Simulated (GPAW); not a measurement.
Here is a GPAW 26.7.0 calculation.

The input run.py:

```python
from ase import Atoms
from ase.dft.bandgap import bandgap
from ase.io import write
from gpaw import GPAW, PW
from gpaw.response.df import DielectricFunction

atoms = Atoms(['I', 'I', 'I', 'I'],
              cell=[[3.635035, -2.39502, 0.0],
                    [3.635035, 2.39502, 0.0],
                    [0.0, 0.0, 9.79344]],
              scaled_positions=[[0.6493, 0.3507, 0.3844],
                                [0.1493, 0.8507, 0.1156],
                                [0.3507, 0.6493, 0.6156],
                                [0.8507, 0.1493, 0.8844]],
              pbc=True)

calc = GPAW(mode=PW(450),
            xc='GLLBSC',
            kpts={'size': (6, 6, 3), 'gamma': True},
            occupations={'name': 'fermi-dirac', 'width': 0.001},
            nbands=26,
            convergence={'density': 1e-06},
            maxiter=150,
            txt='gpaw.txt')
atoms.calc = calc
energy = atoms.get_potential_energy()
calc.write('gs.gpw')
write('result.traj', atoms)
print('Fermi level:', round(calc.get_fermi_level(), 4), 'eV')
print(f'Gap: {bandgap(calc)[0]:.4f} eV, direct: {bandgap(calc, direct=True)[0]:.4f} eV')

dense = calc.fixed_density(kpts={'size': (7, 7, 3), 'gamma': True},
                           nbands=60, convergence={'bands': 54, 'eigenstates': 1e-7},
                           update_fermi_level=True, txt='dense.txt')
dense.write('dense.gpw', mode='all')

df = DielectricFunction('dense.gpw', frequencies={'type': 'nonlinear', 'domega0': 0.05, 'omega2': 10},
                        eta=0.1, ecut=50, nbands=54, intraband=False, txt='df.txt')
for direction in ['x', 'y', 'z']:
    df.get_dielectric_function(xc='RPA', direction=direction, filename=f'df_{direction}.csv')
    e0, e = df.get_macroscopic_dielectric_constant(xc='RPA', direction=direction)
    print(f'{direction}: static eps {e0:.4f} without, {e:.4f} with local fields')
```

Potentials or basis: the program's PAW data sets (release 1.2.1) made for this functional, pw.

Run with:

```console
$ OMP_NUM_THREADS=1 python run.py
```

Q: Predict the band gap on the k mesh, Kohn-Sham part alone.

A: 1.66 eV, indirect (least direct gap 1.75 eV).

Dielectric function (mean over the directions given):
```
energy (eV)  real part  imaginary part
       0.25       6.51            0.03
       0.67       6.77            0.10
       1.15       7.54            0.25
       1.66       9.84            0.93
       2.18       7.70           12.74
       2.66       1.98            9.61
       3.17      -0.57            4.22
       3.56       1.18            3.53
       4.03       0.59            1.95
       4.51       1.31            1.49
       5.01       1.72            1.27
       5.53       2.40            0.58
       6.07       3.41            1.06
       6.55       4.21            1.79
       6.87       4.28            2.25
       7.38       4.61            4.83
       7.90       1.44            4.48
       8.43       0.69            3.99
       8.89       0.07            3.19
       9.47       0.36            2.75
       9.76       0.46            2.40
      10.26       0.47            2.42
      10.78       0.31            2.41
      11.31      -0.11            2.22
      11.85      -0.04            1.73
      12.30      -0.05            1.68
      12.77      -0.10            1.56
      13.24       0.05            1.26
      13.72       0.02            1.16
      14.22       0.09            1.18
      14.73       0.01            0.95
      15.26       0.12            0.80
      15.80       0.32            0.83
      16.21       0.31            0.93
      16.78       0.12            0.75
      17.36       0.25            0.69
      17.96       0.22            0.67
      18.58       0.28            0.63
      19.22       0.31            0.50
      19.87       0.39            0.52
```

Caveat: a model potential gives levels but no total energy; with so narrow a direct gap the onset needs a denser k mesh; the long-wavelength limit can be off by a per cent or two; response on these states lacks terms of the Hamiltonian; spectra need much finer meshes, so this one isn't converged; independent-particle spectra lack excitons; spin-orbit coupling is left out, which moves the levels of the heavy elements; an odd mesh through Γ misses points on the zone boundary, where band edges often lie.
